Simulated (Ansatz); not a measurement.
# Si (P6_3/mmc) in Ansatz: further runs

The runs below take Si through relaxation of cell and atoms, with PBEsol.

Everything below comes from runs of Ansatz 0.2.0. Logs are shortened: lines on timing, memory, paths and dates and some standing lists are left out, and cuts for length are marked.

## (1) The structure

It takes space group P6_3/mmc (No. 194, hexagonal). Conventional cell: a = 3.831 Å, b = 3.831 Å, c = 6.333 Å, α = 90.00°, β = 90.00°, γ = 120.00°. Around Si (site symmetry 3m) lie 4 Si at 2.35 to 2.37 Å.

This isn't the form of Si at room conditions, which is diamond.

## (2) Relaxation of cell and atoms, PBEsol, target pressure 20 GPa, at which the enthalpy is minimised

The input, input.yaml:

```yaml
crystal:
  lattice:
    - [3.8313174605, 0.0, 0.0]
    - [-1.9156587303, 3.3180182508, 0.0]
    - [0.0, 0.0, 6.3326220002]
  atoms:
    - { symbol: Si, position: [0.6666666667, 0.3333333333, 0.9369905] }
    - { symbol: Si, position: [0.3333333333, 0.6666666667, 0.4369905] }
    - { symbol: Si, position: [0.6666666667, 0.3333333333, 0.5630095] }
    - { symbol: Si, position: [0.3333333333, 0.6666666667, 0.0630095] }
kpoints:
  mp_grid: { grid: [8, 8, 4] }
scf:
  occupations: { method: fermi_dirac, width: 0.05 }
hamiltonian:
  xc: pbesol
  pseudopotentials: { kind: all_electron, lapw: { basis_error: 0.002 } }
output:
  forces: true
  stress: true
relax:
  f_tol: 0.02
  max_steps: 60
  cell: { p_target: 20 }
```

Potentials or basis: all-electron LAPW, scalar-relativistic.

Run with:

```bash
ansatz run input.yaml --threads 2 --pin off --max-ram 8192MiB --backend cpu --events-out ev --progress --plain --runs-dir out
```

Output:

```text
Warning: RAYON_NUM_THREADS=2 ignored (pool sized by the plan → 2); use --threads N
The last accepted step is kept in <dir> (removed where the run ends without a failure and the disk answers)
LAPW: plane waves up to 7.541 Å⁻¹, error target 2.0e-3 eV per atom; small_component_spin mean_spin; Si in spheres of 1.141 Å, 12 of its electrons in bands, Dirac shells [] (how accurate: hamiltonian.pseudopotentials.lapw.basis_error, Limitations)
Engine: ansatz 0.2.0, x86_64-unknown-linux-gnu
Pseudopotentials: kind: all_electron
Pseudopotential: Si, LAPW, valence charge 12, lapw/all_electron/scalar/gaussian/Si, Koelling and Harmon's equation, gaussian nucleus
Functional definition: PBEsol
  exchange = pbesol_x
  correlation = pbesol_c
Crystal: 4 atoms, lattice volume = 80.503 Å³
Basis set: ecut = 216.67589915723696 eV, 573 PW (Γ), exchange–correlation at level 2
Bands: 29, of which v1, the nominal top of the filled ones, is band 24 counted from 1 (23 counted from 0)
Symmetry: 24 space group operations
Space group: P63/mmc (ITA 194), of the structure as read, at distance tolerance 4.3e-5 Å
k-points: 30 of 256
Non-local potential: Si, projectors of the file, none
Initial density: superposition of atomic densities (chi_scale 0.1, normalization cell)
Initial wavefunctions: plane waves of lowest kinetic energy (no species holds an atomic orbital)
Functional: x = pbesol(κ = 0.804, μ = 0.12345679012345678), c = pbesol(β = 0.046)
iter 1 solved again at ethr=3.02e-3 eV; its pass at ethr=1.00e-1 eV (dr2=1.45e0 eV) is discarded
SCF iter   1: F=—  HF=-31512.221402 eV  |F-HF|=—  |Δ(HF+E_count)|=         —  Δρ=4.19e-2  dr2=1.45e0  ethr=3.02e-3  ⟨swp⟩=2.0  Hψ=6210  notcnv=0
preconditioner: auto → Resta (q_TF=auto, 2.503 Å⁻¹)  ε∞=4.9  [insulator: Δε(μ)=0.683 eV  Ē_g=8.330 eV  σ=0.050 eV  W_gap=1.00  n_scr=22 (ndim 8)  ℏωp=16.6 eV  f_vac=0.000  D(μ)=0.00/eV (n_scr^D=0)  ε∞_Penn≈4.9]
SCF iter   2: F=—  HF=-31511.978690 eV  |F-HF|=—  |Δ(HF+E_count)|=   2.43e-1  Δρ=2.52e-2  dr2=5.94e-1  ethr=3.02e-3  ⟨swp⟩=2.0  Hψ=2400  notcnv=0
iter 3 solved again at ethr=1.66e-5 eV; its pass at ethr=1.24e-3 eV (dr2=7.97e-3 eV) is discarded
SCF iter   3: F=—  HF=-31511.804878 eV  |F-HF|=—  |Δ(HF+E_count)|=   1.74e-1  Δρ=2.75e-3  dr2=7.81e-3  ethr=1.66e-5  ⟨swp⟩=3.0  Hψ=4396  notcnv=0
SCF iter   4: F=—  HF=-31511.808005 eV  |F-HF|=—  |Δ(HF+E_count)|=         —  Δρ=5.98e-4  dr2=6.10e-4  ethr=1.63e-5  ⟨swp⟩=2.5  Hψ=2280  notcnv=0
the basis was enlarged: its passes take 342.0 KiB over the memory plan, 2 of 2 planned eigensolver slots
SCF iter   5: F=—  HF=-31511.808287 eV  |F-HF|=—  |Δ(HF+E_count)|=   2.82e-4  Δρ=2.14e-4  dr2=4.19e-5  ethr=1.27e-6  ⟨swp⟩=3.0  Hψ=2497  notcnv=0
SCF iter   6: F=—  HF=-31511.808350 eV  |F-HF|=—  |Δ(HF+E_count)|=   6.35e-5  Δρ=4.19e-5  dr2=1.86e-6  ethr=8.72e-8  ⟨swp⟩=3.1  Hψ=2470  notcnv=0
SCF iter   7: F=—  HF=-31511.808352 eV  |F-HF|=—  |Δ(HF+E_count)|=   1.35e-6  Δρ=1.66e-5  dr2=2.61e-7  ethr=3.88e-9  ⟨swp⟩=3.0  Hψ=2476  notcnv=0
SCF iter   8: F=-31511.808352 eV  HF=-31511.808352 eV  |F-HF|=2.93e-9  |Δ(HF+E_count)|=   3.31e-7  Δρ=1.88e-6  dr2=3.36e-9  ethr=5.43e-10  ⟨swp⟩=3.1  Hψ=2468  notcnv=0
SCF 1 converged in 8 iterations: F = -31511.808352 eV  dr2 = 3.36e-9
relax step   1: F+E_penalty+E_count = -31511.80835185 eV  Δ(F+E_penalty+E_count) = +0.000e0 eV  max|allowed force component| = 9.494e-3 eV/Å  Δτ_max = 0.0000 Å  P = -0.473 GPa  Ω = 80.503 Å³  (8 SCF iters, accepted)
Crystal: 4 atoms, lattice volume = 69.354 Å³
Basis set: ecut = 239.3148262390425 eV, 573 PW (Γ), exchange–correlation at level 2
Initial density: handed on by an earlier stage of this run
Initial wavefunctions: those handed on with the density
iter 1 solved again at ethr=3.78e-5 eV; its pass at ethr=1.00e-1 eV (dr2=1.81e-2 eV) is discarded
SCF iter   1: F=—  HF=-31511.279616 eV  |F-HF|=—  |Δ(HF+E_count)|=         —  Δρ=3.69e-3  dr2=1.83e-2  ethr=3.78e-5  ⟨swp⟩=4.1  Hψ=4474  notcnv=0
preconditioner: auto → Resta (q_TF=auto, 2.566 Å⁻¹)  ε∞=5.1  [insulator: Δε(μ)=0.351 eV  Ē_g=8.771 eV  σ=0.050 eV  W_gap=0.58  n_scr=22 (ndim 8)  ℏωp=17.8 eV  f_vac=0.005  D(μ)=0.20/eV (n_scr^D=0)  ε∞_Penn≈5.1]
SCF iter   2: F=—  HF=-31511.273587 eV  |F-HF|=—  |Δ(HF+E_count)|=   6.03e-3  Δρ=2.28e-3  dr2=7.17e-3  ethr=3.78e-5  ⟨swp⟩=2.0  Hψ=2255  notcnv=0
iter 3 solved again at ethr=1.25e-6 eV; its pass at ethr=1.49e-5 eV (dr2=6.00e-4 eV) is discarded
SCF iter   3: F=—  HF=-31511.271704 eV  |F-HF|=—  |Δ(HF+E_count)|=   1.88e-3  Δρ=6.87e-4  dr2=5.95e-4  ethr=1.25e-6  ⟨swp⟩=2.0  Hψ=4031  notcnv=0
SCF iter   4: F=—  HF=-31511.271752 eV  |F-HF|=—  |Δ(HF+E_count)|=   4.72e-5  Δρ=1.38e-4  dr2=1.54e-5  ethr=1.24e-6  ⟨swp⟩=2.5  Hψ=2279  notcnv=0
SCF iter   5: F=—  HF=-31511.271766 eV  |F-HF|=—  |Δ(HF+E_count)|=   1.46e-5  Δρ=3.43e-5  dr2=8.88e-7  ethr=3.22e-8  ⟨swp⟩=3.0  Hψ=2476  notcnv=0
SCF iter   6: F=-31511.271768 eV  HF=-31511.271768 eV  |F-HF|=7.44e-9  |Δ(HF+E_count)|=   1.46e-6  Δρ=4.40e-6  dr2=1.32e-8  ethr=1.85e-9  ⟨swp⟩=3.1  Hψ=2473  notcnv=0
SCF 2 converged in 6 iterations: F = -31511.271768 eV  dr2 = 1.32e-8
relax step   2: F+E_penalty+E_count = -31511.27176767 eV  Δ(F+E_penalty+E_count) = +5.366e-1 eV  max|allowed force component| = 5.004e-3 eV/Å  Δτ_max = 0.0029 Å  P = +18.098 GPa  Ω = 69.354 Å³  (6 SCF iters, accepted)
Crystal: 4 atoms, lattice volume = 68.379 Å³
Basis set: ecut = 241.58527066213915 eV, 573 PW (Γ), exchange–correlation at level 2
iter 1 solved again at ethr=6.72e-7 eV; its pass at ethr=1.00e-1 eV (dr2=3.23e-4 eV) is discarded
SCF iter   1: F=—  HF=-31511.154874 eV  |F-HF|=—  |Δ(HF+E_count)|=         —  Δρ=5.01e-4  dr2=2.76e-4  ethr=6.72e-7  ⟨swp⟩=4.1  Hψ=5164  notcnv=0
preconditioner: auto → Kerker (q_TF=auto, 2.572 Å⁻¹)  [metal: Δε(μ)=0.096 eV  Ē_g=8.805 eV  σ=0.050 eV  W_gap=0.39  n_scr=22 (ndim 8)  ℏωp=18.0 eV  f_vac=0.012  D(μ)=0.18/eV (n_scr^D=0)]
SCF iter   2: F=—  HF=-31511.154805 eV  |F-HF|=—  |Δ(HF+E_count)|=   6.91e-5  Δρ=3.32e-4  dr2=1.29e-4  ethr=5.75e-7  ⟨swp⟩=2.0  Hψ=2255  notcnv=0
SCF iter   3: F=—  HF=-31511.154771 eV  |F-HF|=—  |Δ(HF+E_count)|=   3.47e-5  Δρ=1.03e-4  dr2=1.40e-5  ethr=2.69e-7  ⟨swp⟩=2.7  Hψ=2300  notcnv=0
iter 4 solved again at ethr=1.76e-9 eV; its pass at ethr=2.92e-8 eV (dr2=8.43e-7 eV) is discarded
SCF iter   4: F=—  HF=-31511.154770 eV  |F-HF|=—  |Δ(HF+E_count)|=   7.95e-7  Δρ=2.91e-5  dr2=8.43e-7  ethr=1.76e-9  ⟨swp⟩=2.0  Hψ=4134  notcnv=0
SCF iter   5: F=—  HF=-31511.154770 eV  |F-HF|=—  |Δ(HF+E_count)|=   3.41e-7  Δρ=1.05e-5  dr2=1.05e-7  ethr=1.76e-9  ⟨swp⟩=3.0  Hψ=2311  notcnv=0
SCF iter   6: F=-31511.154770 eV  HF=-31511.154770 eV  |F-HF|=1.08e-9  |Δ(HF+E_count)|=   7.52e-8  Δρ=1.62e-6  dr2=2.13e-9  ethr=2.19e-10  ⟨swp⟩=3.0  Hψ=2439  notcnv=0
SCF 3 converged in 6 iterations: F = -31511.154770 eV  dr2 = 2.13e-9
relax step   3: F+E_penalty+E_count = -31511.15477017 eV  Δ(F+E_penalty+E_count) = +1.170e-1 eV  max|allowed force component| = 6.321e-3 eV/Å  Δτ_max = 0.0022 Å  P = +20.434 GPa  Ω = 68.379 Å³  (6 SCF iters, accepted)
Crystal: 4 atoms, lattice volume = 68.558 Å³
Basis set: ecut = 241.16494453764614 eV, 573 PW (Γ), exchange–correlation at level 2
iter 1 solved again at ethr=1.99e-8 eV; its pass at ethr=1.00e-1 eV (dr2=9.54e-6 eV) is discarded
SCF iter   1: F=—  HF=-31511.177349 eV  |F-HF|=—  |Δ(HF+E_count)|=         —  Δρ=9.49e-5  dr2=1.02e-5  ethr=1.99e-8  ⟨swp⟩=5.0  Hψ=5060  notcnv=0
preconditioner: auto → Kerker (q_TF=auto, 2.571 Å⁻¹)  [metal: Δε(μ)=0.097 eV  Ē_g=8.794 eV  σ=0.050 eV  W_gap=0.39  n_scr=22 (ndim 8)  ℏωp=17.9 eV  f_vac=0.012  D(μ)=0.18/eV (n_scr^D=0)]
SCF iter   2: F=—  HF=-31511.177346 eV  |F-HF|=—  |Δ(HF+E_count)|=   2.64e-6  Δρ=6.24e-5  dr2=4.68e-6  ethr=1.99e-8  ⟨swp⟩=2.0  Hψ=2255  notcnv=0
SCF iter   3: F=—  HF=-31511.177345 eV  |F-HF|=—  |Δ(HF+E_count)|=   1.36e-6  Δρ=1.89e-5  dr2=4.80e-7  ethr=9.76e-9  ⟨swp⟩=2.8  Hψ=2321  notcnv=0
iter 4 solved again at ethr=6.38e-11 eV; its pass at ethr=1.00e-9 eV (dr2=3.06e-8 eV) is discarded
SCF iter   4: F=-31511.177345 eV  HF=-31511.177345 eV  |F-HF|=9.03e-9  |Δ(HF+E_count)|=   2.99e-8  Δρ=5.47e-6  dr2=3.06e-8  ethr=6.38e-11  ⟨swp⟩=2.0  Hψ=4144  notcnv=0
SCF 4 converged in 4 iterations: F = -31511.177345 eV  dr2 = 3.06e-8
relax step   4: F+E_penalty+E_count = -31511.17734461 eV  Δ(F+E_penalty+E_count) = -2.257e-2 eV  max|allowed force component| = 4.408e-4 eV/Å  Δτ_max = 0.0003 Å  P = +19.994 GPa  Ω = 68.558 Å³  (4 SCF iters, accepted)
Basis set: ecut = 241.16494453764614 eV, 585 PW (Γ), exchange–correlation at level 2
iter 1 solved again at ethr=6.04e-11 eV; its pass at ethr=1.00e-1 eV (dr2=2.90e-8 eV) is discarded
SCF iter   1: F=—  HF=-31511.177358 eV  |F-HF|=—  |Δ(HF+E_count)|=         —  Δρ=5.42e-6  dr2=2.94e-8  ethr=6.04e-11  ⟨swp⟩=5.1  Hψ=5500  notcnv=0  reapply=15
preconditioner: auto → Kerker (q_TF=auto, 2.571 Å⁻¹)  [metal: Δε(μ)=0.096 eV  Ē_g=8.794 eV  σ=0.050 eV  W_gap=0.39  n_scr=22 (ndim 8)  ℏωp=17.9 eV  f_vac=0.012  D(μ)=0.18/eV (n_scr^D=0)]
SCF iter   2: F=-31511.177358 eV  HF=-31511.177358 eV  |F-HF|=1.06e-8  |Δ(HF+E_count)|=   1.35e-8  Δρ=4.07e-6  dr2=1.80e-8  ethr=6.04e-11  ⟨swp⟩=2.0  Hψ=2256  notcnv=0
SCF 5 converged in 2 iterations: F = -31511.177358 eV  dr2 = 1.80e-8
relax step   5: F+E_penalty+E_count = -31511.17735780 eV  Δ(F+E_penalty+E_count) = -1.318e-5 eV  max|allowed force component| = 4.368e-4 eV/Å  Δτ_max = 0.0000 Å  P = +19.994 GPa  Ω = 68.558 Å³  stress off target by 6.53e-3 GPa  SCF on the basis re-selected at this cell (its energy is not comparable with the rows above)  (2 SCF iters)
basis re-selected at this cell: Δ(F+E_penalty+E_count) = -1.318e-5 eV, ΔP = -0.000 GPa vs the last step (what re-selecting the basis moved, after the strain that the cell walked since its last selection, with what the two solves' SCF thresholds leave and, on support functions, any second-order correction that the steps lacked; it is no measure of the basis error at this ecutwfc). This SCF's stress stands 6.53e-3 GPa from its target on what of the cell is left free (relax.cell.stress_tol is 5.00e-2 GPa) and its largest allowed force component is 4.37e-4 eV/Å (relax.f_tol is 2.00e-2 eV/Å): within both
SCF converged after 2 iterations
Free energy (F): -31511.177358 eV
Harris-Foulkes:  -31511.177358 eV  (|F-HF|=1.06e-8)
Internal energy: -31511.175835 eV  (E = F + TS)
E sigma→0 (E₀):  -31511.176596 eV
Entropy (-TS):   -0.001523 eV (-0.381 meV/atom)
Fermi energy:    9.653830 eV
--- Per-component energies (eV) ---
  E_band       = -2851.973860
  E_kinetic    = 31617.445218
  E_xc         = -2218.922802
  E_electrostatic = -60909.698251  (all electrons and nuclei)
  E_smearing   = -0.001523  (= −TS)
  E_closure    = 0.000000  (closes the sum)
  E_atoms      = -31488.843489  (free atoms, spherical and without spin; not in F)
  Σ components = -31511.177358   (vs F -31511.177358, Δ=0.00e0)
  Basis errors (estimates in eV, not in F): energy 1.3e-3 per atom: plane waves 1.2e-3 (7.3e-4 summed), levels above the bands 1.7e-28, relativity 5.5e-9, radial functions 5.0e-5, core shells 1.6e-13; eigenvalues (radial functions only) 1.0e-6; not estimated: angular momenta, meshes, grids; target (lapw.basis_error) 2.0e-3; muffin-tin radii Si 1.081 Å
--- Forces (eV/Å), atoms counted from 1 ---
  atom   1  Si     0.00000000    -0.00000000    -0.00043676
  atom   2  Si    -0.00000000     0.00000000    -0.00043676
  atom   3  Si     0.00000000    -0.00000000     0.00043676
  atom   4  Si    -0.00000000     0.00000000     0.00043676
  max |Σ_I F_I| component: 2.31e-18 eV/Å
--- Stress (GPa, compression-positive) ---
       19.994251      -0.000000       0.000000
       -0.000000      19.994251       0.000000
        0.000000       0.000000      19.993471
  P = ⅓ Tr σ = 19.9940 GPa (199.940 kbar)
--- Relaxed structure (4 steps of the walk, 4 accepted, 1 SCFs on fresh bases) ---
  F+E_penalty+E_count = -31511.17735780 eV   max|allowed force component| = 4.368e-4 eV/Å   (the final SCF, on the basis selected at the relaxed cell)
  cell:  # Å, volume = 68.5575 Å³
    - [3.6262775801801834, 2.7322468142227676e-11, 0.0]
    - [-1.8131387901137537, 3.140448505596339, 0.0]
    - [0.0, 0.0, 6.020081838065148]
  atoms:
    - { symbol: Si, position: [0.6666666666666667, 0.3333333333333333, 0.9362189666954798] }
    - { symbol: Si, position: [0.3333333333333334, 0.6666666666666667, 0.43621896669547966] }
    - { symbol: Si, position: [0.6666666666666667, 0.3333333333333333, 0.5637810333045206] }
    - { symbol: Si, position: [0.3333333333333334, 0.6666666666666667, 0.06378103330452038] }
```

It took 11 s on 2 threads of Intel Xeon Platinum 8488C (Sapphire Rapids), shared host; peak memory 0.35 GiB.

What came out:

| Quantity | Value |
| --- | --- |
| Free energy | -31511.1774 eV |
| Relaxed volume | 17.14 Å³/atom |
| Relaxed cell | a = 3.626 Å, b = 3.626 Å, c = 6.020 Å, α = 90.00°, β = 90.00°, γ = 120.00° |
| Space group after relaxing (to 0.05 Å) | P6_3/mmc (No. 194) |
| Energy change on relaxing (the enthalpy is what falls) | +157.7 meV/atom |
| Ionic steps | 5 |
| Pressure after relaxing | 20.0 GPa |

The path:
| step | energy change (eV) | largest force (eV/Å) | volume (Å³) |
| --- | --- | --- | --- |
| 1 | 0.0000 | 0.0095 | 80.50 |
| 2 | 0.5366 | 0.0050 | 69.35 |
| 3 | 0.6536 | 0.0063 | 68.38 |
| 4 | 0.6310 | 0.0004 | 68.56 |
| 5 | 0.6310 | 0.0004 | 68.56 |

Final structure:
```yaml
crystal:
  lattice:
    - [3.62628, 0.00000, 0.00000]
    - [-1.81314, 3.14045, 0.00000]
    - [0.00000, 0.00000, 6.02008]
  atoms:
    - { symbol: Si, position: [0.66667, 0.33333, 0.93622] }
    - { symbol: Si, position: [0.33333, 0.66667, 0.43622] }
    - { symbol: Si, position: [0.66667, 0.33333, 0.56378] }
    - { symbol: Si, position: [0.33333, 0.66667, 0.06378] }
```

(Part 1 of 2 ends here.)
